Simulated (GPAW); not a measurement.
Crystal: Pb.

```
Pb
1.0
     0.00000    2.47502    2.47502
     2.47502    0.00000    2.47502
     2.47502    2.47502    0.00000
Pb
1
Direct
  0.00000 0.00000 0.00000
```

Base run:

- Program: GPAW 26.7.0
- Functional: RPBE
- Potentials or basis: the program's PAW data sets (release 1.2.1) made for this functional
- Cutoff: 600 eV
- Basis: pw
- k mesh: 9 × 9 × 9
- Occupations: fermi-dirac, width 0.05 eV
- Spin: no spin polarisation

Its results: pressure 3.6 GPa.

**Question.** The run is repeated on the same cell with these changes: functional from RPBE to BLYP; potentials or basis from the program's PAW data sets (release 1.2.1) made for this functional to PAW data sets generated in the run's folder for this functional. What comes out?

**Answer.** Pressure 5.6 GPa.
